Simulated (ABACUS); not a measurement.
A run of ABACUS 3.10.1 is set up as follows.

Contents of INPUT:

```
INPUT_PARAMETERS
suffix              MgO
calculation         scf
basis_type          pw
pseudo_dir          ./
latname             fcc
symmetry            1
dft_functional      wc
ecutwfc             40
pseudo_rcut         10
nspin               1
nbands              18
ks_solver           dav
smearing_method     fd
smearing_sigma      0.00367493
scf_thr             1e-08
scf_nmax            100
mixing_type         broyden
mixing_beta         0.7
cal_force           1
cal_stress          1
ecutrho             320
out_chg             1
out_pot             2
out_elf             0
kpar                4
```

Contents of STRU:

```
ATOMIC_SPECIES
Mg 24.3050 mg_pbe_v1.4.uspp.F.UPF
O 15.9990 o_pbe_v1.2.uspp.F.UPF

LATTICE_CONSTANT
7.9255166303

ATOMIC_POSITIONS
Direct

Mg
0.0
1
0.0000000000 0.0000000000 0.0000000000 1 1 1

O
0.0
1
0.5000000000 0.5000000000 0.5000000000 1 1 1
```

Contents of KPT:

```
K_POINTS
0
Gamma
9 9 9 0 0 0
```

Potentials or basis: GBRV ultrasoft 1.5 PBE, plane waves.

Launch:

```console
$ OMP_NUM_THREADS=1 mpirun -np 4 abacus > log
```

Q: Predict the band gap on the k mesh.

A: 4.77 eV, direct.

Q: Estimate the pressure.

A: 3.2 GPa.

Caveat: the potentials were made for another functional, which shifts forces and pressure.

**Measured values to compare with.**

From “Electronic structure of alkaline earth and post-transition metal oxides”, 2009, arxiv:0908.1581, for a bulk crystal of MgO: band gap 7.83 eV.

A measured gap of MgO is 7.83 eV (quoted in “Electronic structure of alkaline earth and post-transition metal oxides”, 2009, arxiv:0908.1581); the calculated 4.77 eV misses it by -3.06 eV. The value is that of WC, without temperature or zero-point motion. Semilocal functionals fall short of measured gaps as a rule. The cell is a database's relaxed one, not the measured one, which moves gaps too.
